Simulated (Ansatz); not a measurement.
InCuS2: response to strain

The reference is InCuS2 in the chalcopyrite structure (space group I-42d, No. 122; a = 5.577 Å, c = 11.234 Å). Axes: x, y, z lie along a, b, c of the conventional cell.

Strains are applied to the cell and any free atomic positions relax; under biaxial strain the out-of-plane vector relaxes too; under stress the whole cell relaxes.

Method: PBE in Ansatz (plane waves to 420 eV, PAW, no spin-orbit coupling).

Notes on the quantities. pressure: mean of the normal stresses, compression positive; energy relative to the base: free energy F.

```csv
change,pressure,volume per atom,energy relative to the base,space group
base,0.0 GPa,21.84 Å³,0 meV/atom,I-42d (No. 122)
"biaxial strain −3.59 %, plane normal [001], relaxed out of plane",1.8 GPa,21.22 Å³,+13 meV/atom,I-42d (No. 122)
"biaxial strain +0.99 %, plane normal [001], relaxed out of plane",-0.4 GPa,21.99 Å³,+0.9 meV/atom,I-42d (No. 122)
"biaxial strain +1.27 %, plane normal [001], relaxed out of plane",-0.6 GPa,22.03 Å³,+1.5 meV/atom,I-42d (No. 122)
uniaxial strain ε_zz = −0.41 %,0.3 GPa,21.75 Å³,+0.1 meV/atom,I-42d (No. 122)
uniaxial strain ε_zz = +1.18 %,-0.8 GPa,22.10 Å³,+0.8 meV/atom,I-42d (No. 122)
tensor shear ε_xy = −3.60 %,0.0 GPa,21.81 Å³,+13 meV/atom,Fdd2 (No. 43)
"uniaxial stress, 1 GPa tension along x",–,___,+1.5 meV/atom,I2_12_12_1 (No. 24)
```

Complete the table.


- uniaxial stress, 1 GPa tension along x, volume per atom: 21.95 Å³

A case with no gap was solved on a k-mesh chosen for an insulator, which is coarse for it. Beyond what the load breaks, stability against distortions was not tested. All final runs are without spin polarisation.

Ansatz is an electronic-structure program.
